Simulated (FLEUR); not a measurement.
# C (Fd-3m) in FLEUR: further runs

The runs below take C through equation of state, with PBE.

Everything below comes from runs of FLEUR MaX-R8.1 (later development tree). Logs are shortened: lines on timing, memory, paths and dates and some standing lists are left out, and cuts for length are marked.

**Measured values to compare with.**

“Equation of state of cubic boron nitride at high pressures and temperatures”, 2007, arxiv:cond-mat/0702656 quotes, for a bulk crystal of C: bulk modulus 444.8 ± 0.8 GPa.

How close the calculation comes is told below.

## (1) Starting point

Symmetry: Fd-3m, No. 227, cubic system. The conventional cell has a = 3.567 Å, b = 3.567 Å, c = 3.567 Å, α = 90.00°, β = 90.00°, γ = 90.00°. Around C (site symmetry -43m) lie 4 C at 1.54 Å.

This isn't the form of C at room conditions, which is graphite.

## (2) Equation of state, PBE, 5.33 Å³/atom (volume scaled by 0.94)

The input, inp.xml:

```xml
<?xml version="1.0" encoding="UTF-8" standalone="no"?>
<fleurInput fleurInputVersion="0.39">
   <comment>
      C                                                                                                   
   </comment>
   <calculationSetup>
      <cutoffs Kmax="5.5" Gmax="17.0" GmaxXC="17.0" numbands="0"/>
      <scfLoop itmax="60" minDistance="0.00001" maxIterBroyd="15" imix="Anderson" alpha="0.05" precondParam="0.0" spinf="2.0" sdNocoIR="T"/>
      <coreElectrons ctail="T" frcor="F" kcrel="0" coretail_lmax="0"/>
      <xcFunctional name="pbe" relativisticCorrections="F"/>
      <magnetism jspins="1"/>
      <soc l_soc="F" theta="0.0" phi="0.0" spav="F"/>
      <expertModes spex="0" secvar="F"/>
      <geometryOptimization l_f="F" forcealpha="1.0" forcemix="BFGS" epsdisp="0.0005" epsforce="0.0002"/>
      <ldaU l_linMix="F" mixParam="0.05" spinf="1.0"/>
   </calculationSetup>
   <cell>
      <bzIntegration valenceElectrons="8.0" mode="hist" fermiSmearingEnergy="0.00183747">
         <kPointListSelection listName="default-1"/>
         <!-- k-points included here -->
         <xi:include xmlns:xi="http://www.w3.org/2001/XInclude" href="kpts.xml"> </xi:include>
      </bzIntegration>
      <!-- symmetry operations included here -->
      <xi:include xmlns:xi="http://www.w3.org/2001/XInclude" href="sym.xml"> </xi:include>
      <bulkLattice scale="0.9795861087">
         <bravaisMatrix>
            <row-1>    0.0000000000000000     3.3700808788279017     3.3700808788279017</row-1>
            <row-2>    3.3700808788279017     0.0000000000000000     3.3700808788279017</row-2>
            <row-3>    3.3700808788279017     3.3700808788279017     0.0000000000000000</row-3>
         </bravaisMatrix>
      </bulkLattice>
   </cell>
   <atomSpecies>
      <species name="Carbon (C)" element="C" atomicNumber="6">
         <mtSphere radius="1.31" gridPoints="447" logIncrement="0.023"/>
         <atomicCutoffs lmax="8" lnonsphr="6"/>
         <electronConfig flipSpins="F">
            <coreConfig>(1s1/2)</coreConfig>
            <valenceConfig>(2s1/2) (2p1/2) (2p3/2)</valenceConfig>
            <stateOccupation state="(2p1/2)" spinUp="0.333333" spinDown="0.333333"/>
            <stateOccupation state="(2p3/2)" spinUp="0.666667" spinDown="0.666667"/>
         </electronConfig>
         <energyParameters s="2" p="2" d="3" f="4"/>
         <lo type="SCLO" l="0" n="2" eDeriv="2"/>
         <lo type="SCLO" l="1" n="2" eDeriv="2"/>
         <lo type="SCLO" l="2" n="3" eDeriv="2"/>
      </species>
   </atomSpecies>
   <atomGroups>
      <atomGroup species="Carbon (C)">
         <relPos label="                   1">-3.000/8.000 -3.000/8.000 -3.000/8.000</relPos>
         <relPos label="                   2">3.000/8.000 3.000/8.000 3.000/8.000</relPos>
         <force calculate="T" relaxXYZ="TTT"/>
      </atomGroup>
   </atomGroups>
   <output dos="F" band="F" slice="F">
      <checks vchk="F" cdinf="F"/>
      <bandDOS minEnergy="-.5*Htr" maxEnergy="0.5*Htr" sigma="0.015" storeEVData="T"/>
      <vacuumDOS vacdos="F" integ="F" star="F" nstars="0" locx1="0.0" locy1="0.0" locx2="0.0" locy2="0.0" nstm="0" tworkf="0.0"/>
      <unfoldingBand unfoldBand="F" supercellX="1" supercellY="1" supercellZ="1"/>
      <plotting iplot="0" polar="F">
         <plot TwoD="T" vec1="  1.0  0.0  0.0" vec2="  0.0  1.0  0.0" vec3="  0.0  0.0  1.0" zero="  0.0  0.0  0.0" file="plot"/>
      </plotting>
      <chargeDensitySlicing numkpt="0" minEigenval="0.0" maxEigenval="0.0" nnne="0" pallst="F"/>
      <specialOutput eonly="F"/>
      <moessbauerParams electricFieldGradient="T" isomerShift="T" coreHyperfine="T" valenceHyperfine="T"/>
      <magneticCircularDichroism mcd="F" energyLo="-10.0" energyUp="0.0"/>
   </output>
  <!-- We include the file relax.xml here to enable relaxations (see documentation) -->
  <xi:include xmlns:xi="http://www.w3.org/2001/XInclude" href="relax.xml"> <xi:fallback/> </xi:include>
</fleurInput>
```

Potentials or basis: all-electron, FLAPW.

Command:

```console
inpgen -f crystal.txt -profile fastHighL
# inp.xml edited to the form shown
fleur_MPI
```

The log of the run:

```text
Welcome to FLEUR        (www.flapw.de)
      MaX-Release 8.1          (www.max-centre.eu)

 ========== k-point set info ==========
 Selected k-point list: default-1
 k-point list type: mesh
 13 x 13 x 13
 Number of k points: 84

 ------------Calculation Setup---------------------------
 Number of MPI-tasks      :            1
 Number of PE/node        :            1
 Number of OMP-threads    :            1
 Most efficient MPI parallelization for:
           1           2           3           4           6           7          12          14          21          28          42          84
 Additional eigenvalue parallelization possible
 Number of basis functions:          238
 Approximate size of matrices (H+S) per k-point:         0.001 GB
 --------------------------------------------------------
 Iteration:     1   Distance:      28.01275327 me/bohr^3
 Iteration:     2   Distance:      26.38086427 me/bohr^3
 Iteration:     3   Distance:       3.95598681 me/bohr^3
 Iteration:     4   Distance:       2.12052772 me/bohr^3
 Iteration:     5   Distance:       0.27532429 me/bohr^3
 Iteration:     6   Distance:       0.18754296 me/bohr^3
 Iteration:     7   Distance:       0.03145883 me/bohr^3
 Iteration:     8   Distance:       0.00475287 me/bohr^3
 Iteration:     9   Distance:       0.00148946 me/bohr^3
 Iteration:    10   Distance:       0.00006749 me/bohr^3
 Iteration:    11   Distance:       0.00010660 me/bohr^3
 Iteration:    12   Distance:       0.00000030 me/bohr^3

 ********************************************************************
 Run finished successfully
 Stop message:
   all done
 ********************************************************************
```

out.xml (last iteration):

```text
<iteration numberForCurrentRun="   12" overallNumber="   12">
         <energyParameters units="Htr">
            <atomicEP atomType="1" spin="1" branch="2s" branchLowest="-9.26" branchHighest="3.10" value="-0.2850959025"/>
            <atomicEP atomType="1" spin="1" branch="2p" branchLowest="-9.99" branchHighest="2.55" value="-0.0936416048"/>
            <atomicEP atomType="1" spin="1" branch="3d" branchLowest="-9.99" branchHighest="7.41" value="0.1063418669"/>
            <atomicEP atomType="1" spin="1" branch="4f" branchLowest="-9.99" branchHighest="12.38" value="0.2660822637"/>
            <loAtomicEP atomType="1" spin="1" branch="2s" branchLowest="-9.26" branchHighest="3.10" value="-0.2850959025"/>
            <loAtomicEP atomType="1" spin="1" branch="2p" branchLowest="-9.99" branchHighest="2.55" value="-0.0936527915"/>
            <loAtomicEP atomType="1" spin="1" branch="3d" branchLowest="-9.99" branchHighest="7.41" value="0.1063446349"/>
         </energyParameters>
         <eigenvalues>
            <eigenvaluesAt spin="1" ikpt="1" k_x="0.00000000" k_y="0.00000000" k_z="0.00000000">
                      -0.3239734183        0.4963726785        0.4963726785        0.4963726785        0.7084691733
                       0.7084691733        0.7084691733
            </eigenvaluesAt>
            <eigenvaluesAt spin="1" ikpt="2" k_x="0.00000000" k_y="0.00000000" k_z="0.07692308">
                      -0.3176970725        0.4552212088        0.4854138917        0.4854138917        0.7228319504
                       0.7228319504        0.7339542291
            </eigenvaluesAt>
            <eigenvaluesAt spin="1" ikpt="3" k_x="0.00000000" k_y="0.00000000" k_z="0.15384615">
                      -0.2989270281        0.3680212028        0.4608255082        0.4608255082        0.7551401825
                       0.7551401825        0.7766862220
            </eigenvaluesAt>
            <eigenvaluesAt spin="1" ikpt="4" k_x="0.00000000" k_y="0.00000000" k_z="0.23076923">
                      -0.2678549745        0.2683067579        0.4343345579        0.4343345579        0.7873085544
                       0.7873085544        0.8106219933
            </eigenvaluesAt>
         </eigenvalues>
         <bandgap value="4.2842801697" units="eV"/>
         <sumValenceSingleParticleEnergies value="1.2183998923" units="Htr"/>
         <FermiEnergy value="0.4963726785" units="Htr"/>
         <valenceDensity>
            <mtCharges spin="1">
               <mtCharge atomType="1" total="2.0173145" s="0.6125379" p="1.3703162" d="0.0309683" f="0.0028987"/>
            </mtCharges>
            <spinDependentCharge spin="1" total="8.0000000" interstitial="3.9653709" mtSpheres="4.0346291"/>
            <totalCharge value="8.0000000000"/>
         </valenceDensity>
         <coreStates atomType="     1" atomicNumber="  6" spin="1" kinEnergy="     31.9046768642" eigValSum="    -18.5309100704" lostElectrons=" 0.000259">
            <state n="1" l="0" j="0.5" energy="-9.2654550352" weight="1.0000000000"/>
         </coreStates>
         <allElectronCharges>
            <spinDependentCharge spin="1" total="12.0000000" interstitial="3.9658844" mtSpheres="8.0341156"/>
            <totalCharge value="11.9999999966"/>
         </allElectronCharges>
         <moessbauerParams unitsHFF="kG" unitsIS="e/bohr^3" unitsEFG="Htr/bohr^2">
            <coreIsomerShift atomType="1" isTotal="124.10035">
               <shell n="1" l="0" isomerShift="124.10035"/>
            </coreIsomerShift>
            <isomerShift atomType="1" nucleusRadius="0.0000541" averageDensity="128.54007"/>
            <electricFieldGradient atomType="1" VXX="0.00000" VYY="0.00000" VZZ="0.00000" asymParam="0.00000">
            </electricFieldGradient>
         </moessbauerParams>
         <totalEnergy                                    value="      -76.1954843978" units="Htr">
            <sumOfEigenvalues                            value="      -35.8434202485">
               <coreElectrons value="-37.0618201408"/>
               <valenceElectrons value="1.2183998923"/>
            </sumOfEigenvalues>
            <densityCoulombPotentialIntegral value="-97.9632388576"/>
            <densityEffectivePotentialIntegral value="-111.9951149137"/>
            <chargeDenXCDenIntegral value="-10.9131976822"/>
            <FockExchangeEnergyValence value="0.0000000000"/>
            <FockExchangeEnergyCore value="0.0000000000"/>
            <atomTypeDependentContributions atomType="1">
               <electronNucleiInteractionDifferentMTs value="83.1706964747"/>
               <MadelungTerm value="-9.2816654773"/>
            </atomTypeDependentContributions>
            <tkbTimesEntropy value="0.0000000000"/>
            <freeEnergy value="-76.1954843978"/>
            <extrapolationTo0K value="-76.1954843978"/>
         </totalEnergy>
         <densityConvergence units="me/bohr^3">
            <chargeDensity spin="1" distance="0.0000003037"/>
         </densityConvergence>
      </iteration>
```

Wall time 13 s (1 thread of Arm Neoverse V1, shared host); peak memory 0.05 GiB.

Results:

```
Free energy                                           : -2073.3848 eV
Band gap on the k mesh                                : 4.28 eV, indirect (least direct gap 5.77 eV)
Valence electrons inside the program's atomic spheres : C 2.02 (radii C 1.31 bohr)
```

Caveat: an odd mesh through Γ misses points on the zone boundary, where band edges often lie.

## (3) Equation of state, PBE, 5.44 Å³/atom (volume scaled by 0.96)

inp.xml, as its differences from that of step 2:

```diff
@@ -24,3 +24,3 @@
       <xi:include xmlns:xi="http://www.w3.org/2001/XInclude" href="sym.xml"> </xi:include>
-      <bulkLattice scale="0.9795861087">
+      <bulkLattice scale="0.9864848297">
          <bravaisMatrix>
```

Potentials or basis: all-electron, FLAPW.

Command:

```console
inpgen -f crystal.txt -profile fastHighL
# inp.xml edited to the form shown
fleur_MPI
```

It took 14 s on 1 thread of Arm Neoverse V1, shared host; peak memory 0.05 GiB.

The run converged. Its results:

```
Free energy                                           : -2073.4226 eV
Band gap on the k mesh                                : 4.24 eV, indirect (least direct gap 5.71 eV)
Valence electrons inside the program's atomic spheres : C 2.00 (radii C 1.31 bohr)
```

Caveat: an odd mesh through Γ misses points on the zone boundary, where band edges often lie.

## (4) Equation of state, PBE, 5.56 Å³/atom (volume scaled by 0.98)

inp.xml, as its differences from that of step 3:

```diff
@@ -24,3 +24,3 @@
       <xi:include xmlns:xi="http://www.w3.org/2001/XInclude" href="sym.xml"> </xi:include>
-      <bulkLattice scale="0.9864848297">
+      <bulkLattice scale="0.9932883884">
          <bravaisMatrix>
```

Command:

```console
inpgen -f crystal.txt -profile fastHighL
# inp.xml edited to the form shown
fleur_MPI
```

It took 14 s on 1 thread of Arm Neoverse V1, shared host; peak memory 0.05 GiB.

Results (log left out):

| Property | Result |
| --- | --- |
| Free energy | -2073.4454 eV |
| Band gap on the k mesh | 4.19 eV, indirect (least direct gap 5.66 eV) |
| Valence electrons inside the program's atomic spheres | C 1.98 (radii C 1.31 bohr) |

Caveat: an odd mesh through Γ misses points on the zone boundary, where band edges often lie.

## (5) Equation of state, PBE, 5.67 Å³/atom

inp.xml, as its differences from that of step 4:

```diff
@@ -24,3 +24,3 @@
       <xi:include xmlns:xi="http://www.w3.org/2001/XInclude" href="sym.xml"> </xi:include>
-      <bulkLattice scale="0.9932883884">
+      <bulkLattice scale="1.0000000000">
          <bravaisMatrix>
```

Command:

```console
inpgen -f crystal.txt -profile fastHighL
# inp.xml edited to the form shown
fleur_MPI
```

Run time: 14 s. Hardware: 1 thread of Arm Neoverse V1, shared host; peak memory 0.05 GiB.

It converged, with:

| Property | Result |
| --- | --- |
| Free energy | -2073.4543 eV |
| Band gap on the k mesh | 4.15 eV, indirect (least direct gap 5.60 eV) |
| Valence electrons inside the program's atomic spheres | C 1.96 (radii C 1.31 bohr) |

Caveat: an odd mesh through Γ misses points on the zone boundary, where band edges often lie.

## (6) Equation of state, PBE, 5.79 Å³/atom (volume scaled by 1.02)

inp.xml, as its differences from that of step 5:

```diff
@@ -24,3 +24,3 @@
       <xi:include xmlns:xi="http://www.w3.org/2001/XInclude" href="sym.xml"> </xi:include>
-      <bulkLattice scale="1.0000000000">
+      <bulkLattice scale="1.0066227096">
          <bravaisMatrix>
```

Potentials or basis: all-electron, FLAPW.

Command:

```console
inpgen -f crystal.txt -profile fastHighL
# inp.xml edited to the form shown
fleur_MPI
```

Run time: 13 s. Hardware: 1 thread of Arm Neoverse V1, shared host; peak memory 0.05 GiB.

It converged, with:

- Free energy: -2073.4509 eV
- Band gap on the k mesh: 4.10 eV, indirect (least direct gap 5.54 eV)
- Valence electrons inside the program's atomic spheres: C 1.94 (radii C 1.31 bohr)

Caveat: an odd mesh through Γ misses points on the zone boundary, where band edges often lie.

## (7) Equation of state, PBE, 5.90 Å³/atom (volume scaled by 1.04)

inp.xml, as its differences from that of step 6:

```diff
@@ -24,3 +24,3 @@
       <xi:include xmlns:xi="http://www.w3.org/2001/XInclude" href="sym.xml"> </xi:include>
-      <bulkLattice scale="1.0066227096">
+      <bulkLattice scale="1.0131594038">
          <bravaisMatrix>
```

Command:

```console
inpgen -f crystal.txt -profile fastHighL
# inp.xml edited to the form shown
fleur_MPI
```

Run time: 15 s. Hardware: 1 thread of Arm Neoverse V1, shared host; peak memory 0.05 GiB.

Results (log left out):

```yaml
Free_energy: -2073.4361 eV
Band_gap_on_the_k_mesh: 4.06 eV, indirect (least direct gap 5.49 eV)
Valence_electrons_inside_the_program's_atomic_spheres: C 1.92 (radii C 1.31 bohr)
```

Caveat: an odd mesh through Γ misses points on the zone boundary, where band edges often lie.

## (8) Equation of state, PBE, 6.01 Å³/atom (volume scaled by 1.06)

inp.xml, as its differences from that of step 7:

```diff
@@ -24,3 +24,3 @@
       <xi:include xmlns:xi="http://www.w3.org/2001/XInclude" href="sym.xml"> </xi:include>
-      <bulkLattice scale="1.0131594038">
+      <bulkLattice scale="1.0196128224">
          <bravaisMatrix>
```

Command:

```console
inpgen -f crystal.txt -profile fastHighL
# inp.xml edited to the form shown
fleur_MPI
```

It took 16 s on 1 thread of Arm Neoverse V1, shared host; peak memory 0.05 GiB.

Results (log left out):

```
Free energy                                           : -2073.4109 eV
Band gap on the k mesh                                : 4.03 eV, indirect (least direct gap 5.44 eV)
Valence electrons inside the program's atomic spheres : C 1.91 (radii C 1.31 bohr)
```

Caveat: an odd mesh through Γ misses points on the zone boundary, where band edges often lie.

## (9) Equation of state, PBE

Potentials or basis: all-electron, FLAPW.

This step only gathers the single runs of the series.

What came out:

* Equilibrium volume: 5.70 Å³/atom
* Bulk modulus: 433 GPa
* Pressure derivative of the bulk modulus: 3.7

Energy against volume, from the lowest point:
| volume (Å³/atom) | energy (meV/atom) |
| --- | --- |
| 5.332 | 34.79 |
| 5.445 | 15.88 |
| 5.558 | 4.49 |
| 5.672 | 0.00 |
| 5.785 | 1.72 |
| 5.899 | 9.09 |
| 6.012 | 21.70 |

## (10) Against experiment

Step 9. Against the measured bulk modulus of C, 444.8 GPa (quoted in “Equation of state of cubic boron nitride at high pressures and temperatures”, 2007, arxiv:cond-mat/0702656), the calculated 433 GPa is off by -2.5 %. 3 values of this kind are on record (442 to 444.8 GPa); this one was drawn at random among those near their median, those with a stated uncertainty first. The fit is for a static lattice scaled at fixed shape and fixed fractional positions. The cell as given is a measured one (5.67 Å³/atom); PBE puts the equilibrium volume +0.4 % from it, thermal expansion not counted.
